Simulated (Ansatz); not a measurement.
Crystal: HgTe.

```
Hg Te
1.0
     0.00000    3.18000    3.18000
     3.18000    0.00000    3.18000
     3.18000    3.18000    0.00000
Hg Te
1 1
Direct
  0.00000 0.00000 0.00000
  0.50000 0.50000 0.50000
```

Measurements of this composition are mostly on another form, of space group No. 216.

Base run:

```yaml
Program: Ansatz 0.2.0
Functional: PBEsol
Potentials_or_basis: all-electron LAPW, scalar-relativistic
Cutoff: 187 eV (chosen from the basis error)
Basis_error_allowed: 0.001 eV/atom
k_mesh: 7 × 7 × 7
Occupations: fermi-dirac, width 0.05 eV
Spin: no spin polarisation
```

Its results: pressure -6.5 GPa.

The run is repeated on the same cell with these changes: functional from PBEsol to PBE. What comes out?

Pressure -3.7 GPa.

PBE binds less tightly than PBEsol, so the same cell stands under more pressure.
